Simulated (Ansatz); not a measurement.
# TiCo (P1) in Ansatz: convergence with k mesh

Aim: find how far k mesh must go before the results for TiCo settle, at PBE. This setting moves, with any that are tied to it; all else stays.

All numbers are computed with Ansatz 0.2.0; they aren't measurements. Logs are shortened: lines on timing, memory, paths and dates and some standing lists are left out, and cuts for length are marked.

## 1. The cell of the first run

The typed cell holds 2 atoms: a = 2.986 Å, b = 2.986 Å, c = 2.986 Å, α = 90.00°, β = 90.00°, γ = 90.00°.

The cell comes from a database or a generator and needn't be the stable form of this composition.

The cell isn't the ideal one: atoms moved at random, drawn with an rms of 0.05 Å.

## 2. With k mesh 3 × 3 × 3

Input file input.yaml:

```yaml
crystal:
  lattice:
    - [2.98611099, 0.0, 0.0]
    - [0.0, 2.98611099, 0.0]
    - [0.0, 0.0, 2.98611099]
  atoms:
    - { symbol: Co, position: [0.505521, 0.502271, 0.496601], spin: 2.0 }
    - { symbol: Ti, position: [0.004793, -0.008548, -0.003604], spin: 1.0 }
hamiltonian:
  xc: pbe
  pseudopotentials: { kind: paw }
magnetization:
  spin_polarized: true
kpoints:
  mp_grid: { grid: [3, 3, 3] }
scf:
  occupations: { method: methfessel_paxton, width: 0.05 }
output:
  forces: true
  stress: true
  eigenvalues: true
```

Potentials or basis: Ansatz PAW.

Command:

```sh
ansatz run input.yaml --threads 2 --pin off --max-ram 5632MiB --backend cpu --events-out ev --progress --plain --runs-dir out
```

The program printed:

```text
Warning: RAYON_NUM_THREADS=2 ignored (pool sized by the plan → 2); use --threads N
Engine: ansatz 0.2.0, aarch64-unknown-linux-gnu
Pseudopotentials: kind: paw
Pseudopotential: Co, paw, valence charge 17, recommended cutoff 420 eV (normal), Co.paw.azcp
Pseudopotential: Ti, paw, valence charge 12, recommended cutoff 420 eV (normal), Ti.paw.azcp
Functional definition: PBE
  parameter kappa = 0.804
  parameter beta = 0.06672455060314922
  exchange = pbe_x(kappa = kappa, mu = beta*pi^2/3)
  correlation = pbe_c(beta = beta)
Crystal: 2 atoms, lattice volume = 26.627 Å³
Basis set: ecut = 420 eV, 485 PW (Γ), exchange–correlation on 40×40×40 points (8 copies of the dense FFT grid, shifted against one another)
Bands: 20, of which v1, the nominal top of the filled ones, is band 15 counted from 1 (14 counted from 0)
Symmetry: 1 space group operations
Space group: P1 (ITA 1), of the structure as read, at distance tolerance 3.0e-5 Å
Magnetic group: BNS 1.1 (UNI 1), of the structure as read, at distance tolerance 3.0e-5 Å
k-points: 14 of 27 (time reversal used)
Non-local potential: Co, projectors of the file, l = 0: 3, l = 1: 2, l = 2: 3, l = 3: 1
Non-local potential: Ti, projectors of the file, l = 0: 3, l = 1: 2, l = 2: 3, l = 3: 1
PAW form: soft (Blöchl's): semilocal exchange-correlation on the pseudo side does not see the compensation charge
PAW one-centre angular grid: Co, 590 points (default); XC on 64 Gauss nodes
PAW one-centre angular grid: Ti, 590 points (default); XC on 64 Gauss nodes
Initial density: superposition of atomic densities (chi_scale 0.1, normalization cell)
Starting moments: Σ|m| = 3 μB on 2 of 2 sites
Initial wavefunctions: pseudopotential atomic-orbital guess
Functional: x = pbe(κ = 0.804, μ = 0.2195149727645171), c = pbe(β = 0.06672455060314922)
SCF iter   1: F=—  HF=-7626.580423 eV  |F-HF|=—  |Δ(HF+E_count)|=         —  Δρ=1.42e-1 (↑1.42e-1 ↓7.94e-2)  dr2=1.44e0  dr2_m=2.75e0  M=1.000 μB ∫|m|=1.026 μB  β_m=0.30  ethr=3.10e-3  ⟨swp⟩=3.6  Hψ=2083  notcnv=0
Mixer restart at iter 1: flushing history
preconditioner: auto → none  [insulator: Δε(μ)=0.143 eV  Ē_g=5.280 eV  σ=0.050 eV  W_gap=0.56  n_scr=6 (ndim 8)  ℏωp=25.9 eV  f_vac=0.000  D(μ)=4.90/eV (n_scr^D=80)  ε∞_Penn≈25.1]
SCF iter   2: F=—  HF=-7625.762043 eV  |F-HF|=—  |Δ(HF+E_count)|=   8.18e-1  Δρ=8.84e-2 (↑6.51e-2 ↓8.84e-2)  dr2=4.30e-1  dr2_m=1.36e0  M=1.000 μB ∫|m|=1.030 μB  β_m=0.48  ethr=3.10e-3  ⟨swp⟩=2.9  Hψ=1291  notcnv=0  defer=21
SCF iter   3: F=—  HF=-7626.913167 eV  |F-HF|=—  |Δ(HF+E_count)|=         —  Δρ=9.08e-2 (↑9.08e-2 ↓3.20e-2)  dr2=1.95e0  dr2_m=4.72e-1  M=0.712 μB ∫|m|=0.818 μB  β_m=0.48  ethr=1.48e-3  ⟨swp⟩=3.0  Hψ=1254  notcnv=0  defer=21
Mixer restart at iter 3: flushing history
SCF iter   4: F=—  HF=-7626.855382 eV  |F-HF|=—  |Δ(HF+E_count)|=   5.78e-2  Δρ=1.11e-1 (↑7.55e-2 ↓1.11e-1)  dr2=6.66e0  dr2_m=8.43e-2  M=1.000 μB ∫|m|=1.016 μB  β_m=0.28  ethr=1.48e-3  ⟨swp⟩=3.1  Hψ=1428  notcnv=0  defer=24  recentre
SCF iter   5: F=—  HF=-7626.613922 eV  |F-HF|=—  |Δ(HF+E_count)|=   2.41e-1  Δρ=3.23e-2 (↑3.23e-2 ↓1.27e-2)  dr2=1.06e-1  dr2_m=1.06e-1  M=0.942 μB ∫|m|=0.983 μB  β_m=0.42  ethr=1.48e-3  ⟨swp⟩=2.9  Hψ=1390  notcnv=0  defer=21
SCF iter   6: F=—  HF=-7626.657304 eV  |F-HF|=—  |Δ(HF+E_count)|=   4.34e-2  Δρ=1.80e-2 (↑1.15e-2 ↓1.80e-2)  dr2=1.25e-2  dr2_m=5.20e-2  M=0.793 μB ∫|m|=0.851 μB  β_m=0.39  ethr=3.65e-4  ⟨swp⟩=2.0  Hψ=920  notcnv=0  defer=21
SCF iter   7: F=—  HF=-7626.689719 eV  |F-HF|=—  |Δ(HF+E_count)|=   3.24e-2  Δρ=1.32e-2 (↑1.10e-2 ↓1.32e-2)  dr2=2.91e-3  dr2_m=3.38e-2  M=0.637 μB ∫|m|=0.736 μB  β_m=0.70  ethr=4.32e-5  ⟨swp⟩=2.0  Hψ=875  notcnv=0  defer=21
SCF iter   8: F=—  HF=-7626.689699 eV  |F-HF|=—  |Δ(HF+E_count)|=   2.05e-5  Δρ=5.36e-3 (↑2.23e-3 ↓5.36e-3)  dr2=2.48e-3  dr2_m=3.10e-3  M=0.629 μB ∫|m|=0.727 μB  β_m=0.62  ethr=1.00e-5  ⟨swp⟩=2.1  Hψ=935  notcnv=0  defer=21
SCF iter   9: F=—  HF=-7626.689372 eV  |F-HF|=—  |Δ(HF+E_count)|=   3.27e-4  Δρ=8.28e-4 (↑7.58e-4 ↓8.28e-4)  dr2=1.12e-4  dr2_m=1.30e-4  M=0.628 μB ∫|m|=0.724 μB  β_m=0.59  ethr=8.55e-6  ⟨swp⟩=2.0  Hψ=821  notcnv=0  defer=21
SCF iter  10: F=—  HF=-7626.689404 eV  |F-HF|=—  |Δ(HF+E_count)|=   3.24e-5  Δρ=6.24e-4 (↑5.95e-4 ↓6.24e-4)  dr2=3.31e-6  dr2_m=8.78e-5  M=0.627 μB ∫|m|=0.724 μB  β_m=0.79  ethr=3.86e-7  ⟨swp⟩=2.1  Hψ=779  notcnv=0  defer=21
SCF iter  11: F=—  HF=-7626.688036 eV  |F-HF|=—  |Δ(HF+E_count)|=         —  Δρ=1.59e-3 (↑1.59e-3 ↓1.23e-3)  dr2=2.48e-4  dr2_m=4.23e-4  M=0.657 μB ∫|m|=0.741 μB  β_m=0.79  ethr=1.14e-8  ⟨swp⟩=2.0  Hψ=966  notcnv=0  defer=21
Mixer restart at iter 11: flushing history
iteration 11: the input's own smearing fills from here on; a Gaussian of 0.05 eV has filled iterations ahead of it
SCF iter  12: F=—  HF=-7626.689783 eV  |F-HF|=—  |Δ(HF+E_count)|=   1.75e-3  S|Δr|=    0.00e0  Δρ=6.62e-3 (↑4.17e-3 ↓6.62e-3)  dr2=2.64e-2  dr2_m=4.33e-4  M=0.664 μB ∫|m|=0.750 μB  β_m=0.22  ethr=1.14e-8  ⟨swp⟩=4.1  Hψ=1462  notcnv=0  defer=21  recentre
SCF iter  13: F=—  HF=-7626.688197 eV  |F-HF|=—  |Δ(HF+E_count)|=   1.59e-3  S|Δr|=    0.00e0  Δρ=1.69e-3 (↑1.69e-3 ↓1.35e-3)  dr2=1.88e-3  dr2_m=6.89e-5  M=0.648 μB ∫|m|=0.735 μB  β_m=0.17  ethr=1.14e-8  ⟨swp⟩=3.6  Hψ=1525  notcnv=0  defer=21
SCF iter  14: F=—  HF=-7626.688101 eV  |F-HF|=—  |Δ(HF+E_count)|=   9.57e-5  S|Δr|=    0.00e0  Δρ=4.62e-4 (↑4.62e-4 ↓4.21e-4)  dr2=6.21e-6  dr2_m=4.51e-5  M=0.649 μB ∫|m|=0.737 μB  β_m=0.30  ethr=1.14e-8  ⟨swp⟩=2.8  Hψ=1006  notcnv=0  defer=21
SCF iter  15: F=—  HF=-7626.688111 eV  |F-HF|=—  |Δ(HF+E_count)|=   9.33e-6  S|Δr|=    0.00e0  Δρ=6.94e-5 (↑4.76e-5 ↓6.94e-5)  dr2=1.11e-7  dr2_m=8.18e-7  M=0.645 μB ∫|m|=0.735 μB  β_m=0.65  ethr=1.14e-8  ⟨swp⟩=2.0  Hψ=708  notcnv=0  defer=21
SCF iter  16: F=—  HF=-7626.688111 eV  |F-HF|=—  |Δ(HF+E_count)|=   8.04e-7  S|Δr|=    0.00e0  Δρ=4.56e-5 (↑2.06e-5 ↓4.56e-5)  dr2=5.07e-7  dr2_m=2.14e-7  M=0.645 μB ∫|m|=0.735 μB  β_m=0.68  ethr=3.45e-10  ⟨swp⟩=8.5  Hψ=2482  notcnv=0
SCF iter  17: F=—  HF=-7626.688112 eV  |F-HF|=—  |Δ(HF+E_count)|=   1.17e-7  S|Δr|=    0.00e0  Δρ=1.40e-5 (↑1.40e-5 ↓1.15e-5)  dr2=1.60e-8  dr2_m=3.38e-8  M=0.645 μB ∫|m|=0.735 μB  β_m=0.78  ethr=3.45e-10  ⟨swp⟩=3.4  Hψ=2224  notcnv=0
SCF iter  18: F=—  HF=-7626.688112 eV  |F-HF|=—  |Δ(HF+E_count)|=   2.93e-8  S|Δr|=    0.00e0  Δρ=8.29e-6 (↑8.29e-6 ↓7.87e-6)  dr2=4.81e-9  dr2_m=1.45e-8  M=0.645 μB ∫|m|=0.735 μB  β_m=0.89  ethr=5.52e-11  ⟨swp⟩=3.5  Hψ=1498  notcnv=0
SCF iter  19: F=—  HF=-7626.688112 eV  |F-HF|=—  |Δ(HF+E_count)|=   3.39e-9  S|Δr|=    0.00e0  Δρ=5.63e-6 (↑4.18e-6 ↓5.63e-6)  dr2=3.64e-9  dr2_m=4.84e-9  M=0.645 μB ∫|m|=0.735 μB  β_m=0.72  ethr=1.66e-11  ⟨swp⟩=3.0  Hψ=1310  notcnv=0
SCF iter  20: F=-7626.688112 eV  HF=-7626.688112 eV  |F-HF|=2.80e-10  |Δ(HF+E_count)|=  1.06e-10  S|Δr|=    0.00e0  Δρ=2.49e-6 (↑1.31e-6 ↓2.49e-6)  dr2=4.90e-10  dr2_m=8.06e-10  M=0.645 μB ∫|m|=0.735 μB  ethr=1.26e-11  ⟨swp⟩=2.5  Hψ=1099  notcnv=0
SCF 1 converged in 20 iterations: F = -7626.688112 eV  dr2 = 4.90e-10
this state was not tested for a lower state beside it, because cold or Methfessel-Paxton smearing, or corrected tetrahedra, fill the levels in a way that the test cannot read (fill_not_monotonic; see scf.lower_state_search)
SCF converged after 20 iterations
Magnetization: 0.6450 μB (14.8225 up, 14.1775 down)
Absolute magnetization: 0.7361 μB (∫|ρ↑−ρ↓|, with the PAW one-centre terms)
Spin contamination: 0.0289 ħ² per cell (⟨S²⟩ above its minimum at these occupations)
Per-site moments (μB) at R_I (Å): [(0.5849159231277639, 1.0584385104782164), (0.09769311519752964, 1.0584385104782164)]
Free energy (F): -7626.688112 eV
Harris-Foulkes:  -7626.688112 eV  (|F-HF|=2.80e-10)
Internal energy: -7626.688000 eV  (E = F + TS)
E sigma→0 (E₀):  -7626.688084 eV
Entropy (-TS):   -0.000112 eV (-0.056 meV/atom)
Fermi energy:    16.627706 eV
--- Per-component energies (eV) ---
  E_band       = -402.256230
  E_kinetic    = 730.029076
  E_local      = -3888.557538  (includes V_loc(G=0)·N_el)
  E_nonlocal   = 461.005450
  E_hartree    = 1642.877829
  E_xc         = -257.553510
  E_vxc        = -328.567985  (∫ρ·V_xc dr)
  E_paw        = -2563.682302  (= ΣΔE_a)
  E_vpaw       = -661.921979  (= ΣTr[D̂ρ^β])
  E_aug_tail   = 0.000178  (compensation charges beyond the density's cutoff)
  E_ewald      = -3750.807182
  E_smearing   = -0.000112  (= −TS)
  E_closure    = -0.000000  (closes the sum)
  Σ components = -7626.688112   (vs F -7626.688112, Δ=0.00e0)
--- Forces (eV/Å), atoms counted from 1 ---
  atom   1  Co    -0.00824165    -0.11920384    -0.00232105
  atom   2  Ti     0.00824130     0.11920032     0.00232103
  max |Σ_I F_I| component: 3.52e-6 eV/Å
--- Stress (GPa, compression-positive) ---
       -3.695766       0.002966       0.000053
        0.002966      -3.859646       0.000835
        0.000053       0.000835      -3.695215
  P = ⅓ Tr σ = -3.7502 GPa (-37.502 kbar)
--- Band table (eV; the first three rows and the last of 28) ---
  k-point 0 ↑: bands = ["-78.7510", "-42.0258", "-42.0258", "-42.0217", "-40.3922", "-16.5134", "-16.5133", "-16.5059", "8.9343", "12.6347", "12.6442", "14.9795", "14.9839", "14.9839", "17.2732", "17.2739", "19.3810", "19.3810", "19.3822", "25.5245"]
  k-point 1 ↑: bands = ["-78.7499", "-42.0522", "-42.0242", "-42.0201", "-40.3583", "-16.7423", "-16.4970", "-16.4895", "10.9277", "13.2098", "13.4281", "14.8916", "14.8927", "15.2612", "16.4024", "17.0356", "17.7456", "17.7520", "19.0414", "21.1103"]
  k-point 2 ↑: bands = ["-78.7499", "-42.0480", "-42.0243", "-42.0242", "-40.3583", "-16.7347", "-16.4970", "-16.4970", "10.9276", "13.2138", "13.4228", "14.8952", "14.8952", "15.2593", "16.3993", "17.0362", "17.7447", "17.7448", "19.0398", "21.1194"]
  k-point 13 ↓: bands = ["-78.0457", "-41.3567", "-41.3540", "-41.3533", "-40.2104", "-16.5792", "-16.5750", "-16.5743", "13.5481", "14.0125", "14.3609", "14.3632", "14.6473", "14.6477", "17.1186", "17.1198", "18.8660", "18.8687", "20.4113", "24.4517"]
```

Wall time 3 s (2 threads of Arm Neoverse V1, shared host); peak memory 0.3 GiB.

Results:

```
Free energy            : -7626.6881 eV
Pressure               : -3.8 GPa
Largest force          : 0.120 eV/Å
Band gap on the k mesh : none (metal or under the smearing width)
Net moment             : 0.65 μB per cell
Absolute moment        : 0.74 μB per cell
Site moments           : Co +0.58; Ti +0.10 μB
```

## 3. With k mesh 4 × 4 × 4

input.yaml, as its differences from that of step 2:

```diff
@@ -14,3 +14,3 @@
 kpoints:
-  mp_grid: { grid: [3, 3, 3] }
+  mp_grid: { grid: [4, 4, 4] }
 scf:
```

Potentials or basis: Ansatz PAW.

Command:

```sh
ansatz run input.yaml --threads 2 --pin off --max-ram 5632MiB --backend cpu --events-out ev --progress --plain --runs-dir out
```

Run time: 5.4 s. Hardware: 2 threads of Arm Neoverse V1, shared host; peak memory 0.33 GiB.

What came out:

- Free energy: -7626.6678 eV
- Pressure: -0.6 GPa
- Largest force: 0.172 eV/Å
- Band gap on the k mesh: none (metal or under the smearing width)
- Net moment: 0.95 μB per cell
- Absolute moment: 1.13 μB per cell
- Site moments: Co +1.01; Ti -0.00 μB

## 4. With k mesh 5 × 5 × 5

input.yaml, as its differences from that of step 3:

```diff
@@ -14,3 +14,3 @@
 kpoints:
-  mp_grid: { grid: [4, 4, 4] }
+  mp_grid: { grid: [5, 5, 5] }
 scf:
```

Command:

```sh
ansatz run input.yaml --threads 2 --pin off --max-ram 5632MiB --backend cpu --events-out ev --progress --plain --runs-dir out
```

Run time: 6.9 s. Hardware: 2 threads of Arm Neoverse V1, shared host; peak memory 0.37 GiB.

Results:

* Free energy: -7626.6313 eV
* Pressure: 0.3 GPa
* Largest force: 0.146 eV/Å
* Band gap on the k mesh: none (metal or under the smearing width)
* Net moment: 0.90 μB per cell
* Absolute moment: 1.15 μB per cell
* Site moments: Co +1.01; Ti -0.03 μB

## 5. With k mesh 7 × 7 × 7

input.yaml, as its differences from that of step 4:

```diff
@@ -14,3 +14,3 @@
 kpoints:
-  mp_grid: { grid: [5, 5, 5] }
+  mp_grid: { grid: [7, 7, 7] }
 scf:
```

Command:

```sh
ansatz run input.yaml --threads 2 --pin off --max-ram 5632MiB --backend cpu --events-out ev --progress --plain --runs-dir out
```

Wall time 17 s (2 threads of Arm Neoverse V1, shared host); peak memory 0.48 GiB.

Results:

- Free energy: -7626.6370 eV
- Pressure: -0.3 GPa
- Largest force: 0.171 eV/Å
- Band gap on the k mesh: none (metal or under the smearing width)
- Net moment: 0.82 μB per cell
- Absolute moment: 1.12 μB per cell
- Site moments: Co +0.96; Ti -0.06 μB

## 6. With k mesh 8 × 8 × 8

input.yaml, as its differences from that of step 5:

```diff
@@ -14,3 +14,3 @@
 kpoints:
-  mp_grid: { grid: [7, 7, 7] }
+  mp_grid: { grid: [8, 8, 8] }
 scf:
```

Potentials or basis: Ansatz PAW.

Command:

```sh
ansatz run input.yaml --threads 2 --pin off --max-ram 5632MiB --backend cpu --events-out ev --progress --plain --runs-dir out
```

It took 29 s on 2 threads of Arm Neoverse V1, shared host; peak memory 0.56 GiB.

It converged, with:

| Item | Value |
| --- | --- |
| Free energy | -7626.6138 eV |
| Pressure | 0.7 GPa |
| Largest force | 0.156 eV/Å |
| Band gap on the k mesh | none (metal or under the smearing width) |
| Net moment | 0.96 μB per cell |
| Absolute moment | 1.17 μB per cell |
| Site moments | Co +1.06; Ti -0.03 μB |

## 7. With k mesh 10 × 10 × 10

input.yaml, as its differences from that of step 6:

```diff
@@ -14,3 +14,3 @@
 kpoints:
-  mp_grid: { grid: [8, 8, 8] }
+  mp_grid: { grid: [10, 10, 10] }
 scf:
```

Command:

```sh
ansatz run input.yaml --threads 2 --pin off --max-ram 5632MiB --backend cpu --events-out ev --progress --plain --runs-dir out
```

Wall time 54 s (2 threads of Arm Neoverse V1, shared host); peak memory 0.79 GiB.

Results (log left out):

```yaml
Free_energy: -7626.6261 eV
Pressure: -0.1 GPa
Largest_force: 0.166 eV/Å
Band_gap_on_the_k_mesh: none (metal or under the smearing width)
Net_moment: 0.86 μB per cell
Absolute_moment: 1.13 μB per cell
Site_moments: Co +0.99; Ti -0.06 μB
```

## 8. With k mesh 12 × 12 × 12

input.yaml, as its differences from that of step 7:

```diff
@@ -14,3 +14,3 @@
 kpoints:
-  mp_grid: { grid: [10, 10, 10] }
+  mp_grid: { grid: [12, 12, 12] }
 scf:
```

Command:

```sh
ansatz run input.yaml --threads 2 --pin off --max-ram 5632MiB --backend cpu --events-out ev --progress --plain --runs-dir out
```

It took 81 s on 2 threads of Arm Neoverse V1, shared host; peak memory 1.1 GiB.

Results (log left out):

| Item | Value |
| --- | --- |
| Free energy | -7626.6178 eV |
| Pressure | -0.1 GPa |
| Largest force | 0.162 eV/Å |
| Band gap on the k mesh | none (metal or under the smearing width) |
| Net moment | 0.91 μB per cell |
| Absolute moment | 1.10 μB per cell |
| Site moments | Co +0.99; Ti -0.02 μB |

## 9. With k mesh 15 × 15 × 15

input.yaml, as its differences from that of step 8:

```diff
@@ -14,3 +14,3 @@
 kpoints:
-  mp_grid: { grid: [12, 12, 12] }
+  mp_grid: { grid: [15, 15, 15] }
 scf:
```

Potentials or basis: Ansatz PAW.

Command:

```sh
ansatz run input.yaml --threads 2 --pin off --max-ram 5632MiB --backend cpu --events-out ev --progress --plain --runs-dir out
```

Wall time 3 min (2 threads of Arm Neoverse V1, shared host); peak memory 1.9 GiB.

It converged, with:

* Free energy: -7626.6208 eV
* Pressure: -0.2 GPa
* Largest force: 0.165 eV/Å
* Band gap on the k mesh: none (metal or under the smearing width)
* Net moment: 0.87 μB per cell
* Absolute moment: 1.10 μB per cell
* Site moments: Co +0.98; Ti -0.03 μB

## 10. The series at a glance

| k mesh | energy less the tightest run, at zero smearing (meV/atom) | pressure (GPa) | largest force (eV/Å) | absolute moment (μB) | SCF cycles | CPU time (s) | peak memory (GiB) |
| --- | --- | --- | --- | --- | --- | --- | --- |
| 3 × 3 × 3 | -33.67 | -3.75 | 0.120 | 0.74 | 20 | 5.5 | 0.3 |
| 4 × 4 × 4 | -23.48 | -0.59 | 0.172 | 1.13 | 24 | 10 | 0.33 |
| 5 × 5 × 5 | -5.21 | 0.31 | 0.146 | 1.15 | 15 | 13 | 0.37 |
| 7 × 7 × 7 | -8.12 | -0.34 | 0.171 | 1.12 | 14 | 32 | 0.48 |
| 8 × 8 × 8 | 3.40 | 0.69 | 0.156 | 1.17 | 16 | 55 | 0.56 |
| 10 × 10 × 10 | -2.69 | -0.09 | 0.166 | 1.13 | 16 | 100 | 0.79 |
| 12 × 12 × 12 | 1.50 | -0.07 | 0.162 | 1.10 | 16 | 160 | 1.1 |
| 15 × 15 × 15 | 0.00 | -0.19 | 0.165 | 1.10 | 17 | 350 | 1.9 |

Against the tightest run, the largest force stays within 0.005 eV/Å from 10 × 10 × 10 on; the absolute moment stays within 0.02 μB from 12 × 12 × 12 on. Not settled before the last step: the energy (to 1 meV/atom), the pressure (to 0.1 GPa). Meshes of other sizes hit other points, so gaps and Fermi surfaces needn't settle smoothly. The tightest run that finished is the yardstick and may itself not be fully converged.
